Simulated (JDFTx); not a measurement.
# ZnS (Wurtzite-2H) (P6_3mc) in JDFTx: reference runs

How does ZnS (Wurtzite-2H) come out in PBEsol? The cell is run as given.

Program: JDFTx 1.7.0 (patched build). These are calculated values, not measurements. Logs are shortened: lines on timing, memory, paths and dates and some standing lists are left out, and cuts for length are marked. The log counts tension as positive stress, the text compression.

**Experimental background.**

A printed reference work, monograph reports, for a bulk crystal of ZnS at 4 K: band gap 3.911 eV (direct).

The runs below are set against these values where they give the same quantity.

## 1. Starting point

It takes space group P6_3mc (No. 186, hexagonal). The conventional cell has a = 3.811 Å, b = 3.811 Å, c = 6.234 Å, α = 90.00°, β = 90.00°, γ = 120.00°. Zn (site symmetry 3m) has 4 S at 2.31 to 2.40 Å as nearest neighbours. Around S (site symmetry 3m) lie 4 Zn at 2.31 to 2.40 Å.

## 2. Single point, PBEsol

File ZnS.in:

```
lattice \
    7.2017462609    -3.6008731305     0.0000000000 \
    0.0000000000     6.2368952135     0.0000000000 \
    0.0000000000     0.0000000000    11.7805526609
coords-type Lattice
ion Zn     0.6666666667     0.3333333333     0.5000000000 1
ion Zn     0.3333333333     0.6666666667     0.0000000000 1
ion S      0.6666666667     0.3333333333     0.8850000000 1
ion S      0.3333333333     0.6666666667     0.3850000000 1

ion-species pseudo/Zn.upf
ion-species pseudo/S.upf
elec-cutoff 42 336
elec-ex-corr gga-PBEsol
kpoint-folding 8 8 5
elec-smearing Fermi 0.0018374661
elec-n-bands 34
electronic-SCF nIterations 100 energyDiffThreshold 1e-09
electronic-minimize nIterations 30 energyDiffThreshold 1e-7
converge-empty-states yes
forces-output-coords Cartesian

dump-name run.$VAR
dump End Ecomponents EigStats BandEigs Kpoints Forces Stress
```

Potentials or basis: PseudoDojo-SR-PBEsol-0.4.1-standard with smoothed tails.

On the command line:

```
$ jdftx -c 1 -i ZnS.in -o ZnS.out
```

Log:

```text
*************** JDFTx 1.7.0 (patched build) ***************

Input parsed successfully to the following command list (including defaults):
[... the input with its defaults ...]

---------- Setting up symmetries ----------

Found 24 point-group symmetries of the bravais lattice
Found 12 space-group symmetries with basis
Applied RMS atom displacement 4.15793e-10 bohrs to make symmetries exact.

---------- Initializing the Grid ----------
R =
[      7.20175     -3.60087            0  ]
[            0       6.2369            0  ]
[            0            0      11.7806  ]
unit cell volume = 529.142
G =
[   0.872453   0.503711         -0  ]
[          0    1.00742          0  ]
[          0         -0   0.533352  ]
Minimum fftbox size, Smin = [  60  60  100  ]
Chosen fftbox size, S = [  60  60  100  ]

---------- Initializing tighter grid for wavefunction operations ----------
R =
[      7.20175     -3.60087            0  ]
[            0       6.2369            0  ]
[            0            0      11.7806  ]
unit cell volume = 529.142
G =
[   0.872453   0.503711         -0  ]
[          0    1.00742          0  ]
[          0         -0   0.533352  ]
Minimum fftbox size, Smin = [  44  44  72  ]
Chosen fftbox size, S = [  48  48  72  ]

---------- Exchange Correlation functional ----------
Initalized PBEsol GGA exchange.
Initalized PBEsol GGA correlation.

---------- Setting up pseudopotentials ----------
Width of ionic core gaussian charges (only for fluid interactions / plotting) set to 0

Reading pseudopotential file 'pseudo/Zn.upf':
  'Zn' pseudopotential, 'PBESOL' functional
  Generated using ONCVPSP code by D. R. Hamann
  20 valence electrons, 4 orbitals, 6 projectors, 1001 radial grid points, with lMax = 2
    3S    l: 0   occupation:  2.0   eigenvalue: -4.737836
    3P    l: 1   occupation:  6.0   eigenvalue: -3.059602
    3D    l: 2   occupation: 10.0   eigenvalue: -0.373698
    4S    l: 0   occupation:  2.0   eigenvalue: -0.220431
  Core radius for overlap checks: 1.79 bohrs.

Reading pseudopotential file 'pseudo/S.upf':
  'S' pseudopotential, 'PBESOL' functional
  Generated using ONCVPSP code by D. R. Hamann
  6 valence electrons, 2 orbitals, 6 projectors, 1001 radial grid points, with lMax = 2
    3S    l: 0   occupation:  2.0   eigenvalue: -0.631879
    3P    l: 1   occupation:  4.0   eigenvalue: -0.256451
  Core radius for overlap checks: 1.58 bohrs.

Initialized 2 species with 4 total atoms.

Folded 1 k-points by 8x8x5 to 320 k-points.

---------- Setting up k-points, bands, fillings ----------
Adding inversion symmetry to k-mesh for non-inversion-symmetric unit cell.
Reduced to 30 k-points under symmetry.
Computing the number of bands and number of electrons
Calculating initial fillings.
nElectrons:  52.000000   nBands: 34   nStates: 30

----- Setting up reduced wavefunction bases (one per k-point) -----
average nbasis = 6878.072 , ideal nbasis = 6879.231

---------- Setting up ewald sum ----------
Optimum gaussian width for ewald sums = 2.561085 bohr.
Real space sum over 1089 unit cells with max indices [  5  5  4  ]
Reciprocal space sum over 2873 terms with max indices [  6  6  8  ]

---------- Allocating electronic variables ----------
Initializing wave functions:  linear combination of atomic orbitals
Note: number of bands (34) exceeds available atomic orbitals (28)
Zn pseudo-atom occupations:   s ( 2 2 )  p ( 6 )  d ( 10 )
S pseudo-atom occupations:   s ( 2 )  p ( 4 )
	FillingsUpdate:  mu: +0.366579985  nElectrons: 52.000000
LCAOMinimize: Iter:   0  F: -433.3342130176229716  |grad|_K:  2.201e-03  alpha:  1.000e+00
	FillingsUpdate:  mu: +0.339781457  nElectrons: 52.000000
LCAOMinimize: Iter:   1  F: -433.3879642911301175  |grad|_K:  2.112e-05  alpha:  6.215e-01  linmin: -6.267e-03  cgtest: -2.614e-02
	FillingsUpdate:  mu: +0.339726836  nElectrons: 52.000000
LCAOMinimize: Iter:   2  F: -433.3879716412738503  |grad|_K:  1.761e-06  alpha:  9.504e-01  linmin:  2.389e-03  cgtest:  5.973e-03
	FillingsUpdate:  mu: +0.339749501  nElectrons: 52.000000
LCAOMinimize: Iter:   3  F: -433.3879716802473467  |grad|_K:  3.094e-07  alpha:  7.260e-01  linmin: -7.656e-05  cgtest:  9.220e-03
	FillingsUpdate:  mu: +0.339748444  nElectrons: 52.000000
LCAOMinimize: Iter:   4  F: -433.3879716814809626  |grad|_K:  1.152e-08  alpha:  7.429e-01  linmin:  3.383e-03  cgtest: -2.942e-02
LCAOMinimize: Converged (|Delta F|<1.000000e-06 for 2 iters).

-------- Electronic minimization -----------
Will mix electronic density at each iteration.
	FillingsUpdate:  mu: +0.339748444  nElectrons: 52.000000
	FillingsUpdate:  mu: +0.326761346  nElectrons: 52.000000
SCF: Cycle:  0   F: -433.552564506364661   dF: -1.646e-01   |Residual|: 1.866e-01   |deigs|: 1.023e-01
	FillingsUpdate:  mu: +0.311865214  nElectrons: 52.000000
SCF: Cycle:  1   F: -433.600193542887268   dF: -4.763e-02   |Residual|: 6.573e-02   |deigs|: 2.160e-02
	FillingsUpdate:  mu: +0.306971256  nElectrons: 52.000000
SCF: Cycle:  2   F: -433.603528509716682   dF: -3.335e-03   |Residual|: 1.726e-02   |deigs|: 3.738e-03
	FillingsUpdate:  mu: +0.307490228  nElectrons: 52.000000
SCF: Cycle:  3   F: -433.603606047361097   dF: -7.754e-05   |Residual|: 6.046e-03   |deigs|: 1.093e-03
	FillingsUpdate:  mu: +0.308022286  nElectrons: 52.000000
SCF: Cycle:  4   F: -433.603616913294729   dF: -1.087e-05   |Residual|: 1.520e-03   |deigs|: 1.293e-03
	FillingsUpdate:  mu: +0.308031208  nElectrons: 52.000000
SCF: Cycle:  5   F: -433.603618985797539   dF: -2.073e-06   |Residual|: 6.167e-04   |deigs|: 1.923e-04
	FillingsUpdate:  mu: +0.308126799  nElectrons: 52.000000
SCF: Cycle:  6   F: -433.603619690251321   dF: -7.045e-07   |Residual|: 3.523e-04   |deigs|: 9.316e-05
	FillingsUpdate:  mu: +0.308126573  nElectrons: 52.000000
SCF: Cycle:  7   F: -433.603619995649694   dF: -3.054e-07   |Residual|: 1.258e-04   |deigs|: 7.099e-05
	FillingsUpdate:  mu: +0.308129740  nElectrons: 52.000000
SCF: Cycle:  8   F: -433.603620082616601   dF: -8.697e-08   |Residual|: 1.746e-04   |deigs|: 5.511e-05
	FillingsUpdate:  mu: +0.308131641  nElectrons: 52.000000
SCF: Cycle:  9   F: -433.603620136251607   dF: -5.364e-08   |Residual|: 6.745e-05   |deigs|: 3.713e-05
	FillingsUpdate:  mu: +0.308131398  nElectrons: 52.000000
SCF: Cycle: 10   F: -433.603620154801433   dF: -1.855e-08   |Residual|: 1.825e-05   |deigs|: 2.518e-05
	FillingsUpdate:  mu: +0.308132474  nElectrons: 52.000000
SCF: Cycle: 11   F: -433.603620161021695   dF: -6.220e-09   |Residual|: 5.003e-06   |deigs|: 1.421e-05
	FillingsUpdate:  mu: +0.308132237  nElectrons: 52.000000
SCF: Cycle: 12   F: -433.603620163600453   dF: -2.579e-09   |Residual|: 2.969e-06   |deigs|: 1.349e-05
	FillingsUpdate:  mu: +0.308132355  nElectrons: 52.000000
SCF: Cycle: 13   F: -433.603620164730046   dF: -1.130e-09   |Residual|: 2.357e-06   |deigs|: 1.634e-05
	FillingsUpdate:  mu: +0.308132453  nElectrons: 52.000000
SCF: Cycle: 14   F: -433.603620165229017   dF: -4.990e-10   |Residual|: 5.577e-07   |deigs|: 1.233e-05
	FillingsUpdate:  mu: +0.308132466  nElectrons: 52.000000
SCF: Cycle: 15   F: -433.603620165441328   dF: -2.123e-10   |Residual|: 3.510e-07   |deigs|: 1.084e-05
SCF: Converged (|Delta E|<1.000000e-09 for 2 iters).

Setting wave functions to eigenvectors of Hamiltonian
Converging empty states (this may take a while): |deigs|: 1.486e-04

# Stress tensor in Cartesian coordinates [Eh/a0^3]:
[  2.52077e-05            0            0  ]
[            0  2.52077e-05            0  ]
[            0            0  8.68016e-05  ]

# Ionic positions in lattice coordinates:
ion Zn   0.666666666666667   0.333333333333333   0.500000000000000 1
ion Zn   0.333333333333333   0.666666666666667   0.000000000000000 1
ion S   0.666666666666667   0.333333333333333   0.885000000000000 1
ion S   0.333333333333333   0.666666666666667   0.385000000000000 1

# Forces in Cartesian coordinates:
force Zn  -0.000000000000000   0.000000000000000   0.005953053509977 1
force Zn  -0.000000000000000  -0.000000000000000   0.005953053509977 1
force S  -0.000000000000000  -0.000000000000000  -0.005953401557411 1
force S  -0.000000000000000  -0.000000000000000  -0.005953401557411 1

# Energy components:
   Eewald =     -214.8075324267477981
       EH =      184.2627417583192084
     Eloc =     -458.0209279789873449
      Enl =      -92.9978795842423267
      Exc =      -50.8250331228863672
 Exc_core =        6.3824621711819907
       KE =      192.4025490179220128
-------------------------------------
     Etot =     -433.6036201654406455
       TS =        0.0000000000006809
-------------------------------------
        F =     -433.6036201654413276

IonicMinimize: Iter:   0  F: -433.603620165441328  |grad|_K:  3.437e-03
IonicMinimize: None of the convergence criteria satisfied after 0 iterations.

#--- Lowdin population analysis ---
# oxidation-state Zn +1.261 +1.261
# oxidation-state S -1.043 -1.043

Dumping 'run.eigStats' ...
	eMin: -4.311209 at state 0 ( [ +0.000000 +0.000000 +0.000000 ] spin 0 )
	HOMO: +0.268164 at state 0 ( [ +0.000000 +0.000000 +0.000000 ] spin 0 )
	mu  : +0.308133
	LUMO: +0.345749 at state 0 ( [ +0.000000 +0.000000 +0.000000 ] spin 0 )
	eMax: +0.679099 at state 12 ( [ +0.000000 +0.500000 +0.000000 ] spin 0 )
	HOMO-LUMO gap: +0.077585
	Optical gap  : +0.077585 at state 0 ( [ +0.000000 +0.000000 +0.000000 ] spin 0 )
Done!
[note: the Lowdin charges miss the electrons that lie outside the files' atomic orbitals]
[note: mu as printed may lie anywhere between the filled and the empty levels]
```

Run time: 3.3 min. Hardware: 1 thread of Intel Xeon 6975P-C (Granite Rapids), shared host; peak memory 0.4 GiB.

Results:

| Item | Value |
| --- | --- |
| Free energy | -11798.9556 eV |
| Pressure | -1.3 GPa |
| Largest force | 0.306 eV/Å |
| Band gap on the k mesh | 2.11 eV, direct |

Forces in eV/Å, atoms in the order of the input:
```
Zn   0.000  0.000  0.306
Zn   0.000  0.000  0.306
S    0.000  0.000 -0.306
S    0.000  0.000 -0.306
```

## 3. Against experiment

Step 2. Against the measured gap of ZnS, 3.911 eV (direct; 4 K; a printed reference work, monograph), the calculated 2.11 eV is off by -1.80 eV. The value is that of PBEsol, without temperature or zero-point motion. Semilocal functionals fall short of measured gaps as a rule.
